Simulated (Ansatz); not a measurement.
How far is PAW off for SiO$_{2}$?

```
Si O
1.0
     4.18010    0.00000    0.00000
     0.00000    4.18010    0.00000
     0.00000    0.00000    2.66780
Si O
2 4
Direct
  0.00000 0.00000 0.00000
  0.50000 0.50000 0.50000
  0.30670 0.30670 0.00000
  0.19330 0.80670 0.50000
  0.69330 0.69330 0.00000
  0.80670 0.19330 0.50000
```

Atoms are numbered in the order listed.

The cell is COD entry 9001276, as deposited and not checked against the literature; nothing was relaxed.

Levels of theory: DFT, PBEsol, PAW with Ansatz's default frozen-core files, scalar-relativistic (Ansatz 0.2.0); DFT, PBEsol, all-electron PAW with datasets made for the crystal, scalar-relativistic (Ansatz 0.2.0); DFT, PBEsol, all-electron LAPW, scalar-relativistic (Ansatz 0.2.0).

For PAW: a Γ-centred 6×6×9 k mesh, Fermi–Dirac smearing of 0.03 eV, cutoff 420 eV, no spin polarisation; the PAW files were made with PBE, and the program remakes their frozen cores for this functional. The crystal-made all-electron datasets (AE datasets) take a cutoff of 540 eV at this cell. LAPW targets a basis error of 1 meV/atom. The Ansatz runs share mesh, smearing and spin set-up. Plane-wave (PAW) pressures include the program's estimate of the Pulay term.

Stress and pressure are positive in compression.

Levels count from the top of the valence band.

| quantity | PAW | AE datasets | LAPW |
| --- | --- | --- | --- |
| pressure (GPa) | 3.92 | 3.90 | 3.89 |
| stress xx (GPa) | 3.73 | 3.70 | 3.70 |
| stress zz (GPa) | 4.31 | 4.28 | 4.28 |
| force on O3, x (eV/Å) | -0.139 | -0.135 | -0.135 |
| band gap (eV) | 5.574 | 5.587 | 5.587 |
| highest filled level at M (eV) | -2.300 | -2.299 | -2.299 |
| lowest empty level at M (eV) | 7.311 | 7.320 | 7.319 |
| highest filled level at A (eV) | -1.559 | -1.558 | -1.558 |
| lowest empty level at A (eV) | 7.157 | 7.160 | 7.159 |
| highest filled level at Z (eV) | -2.718 | -2.718 | -2.718 |
| lowest empty level at Z (eV) | 9.036 | 9.042 | 9.042 |

PAW's pressure differs from the LAPW value by +0.03 GPa.
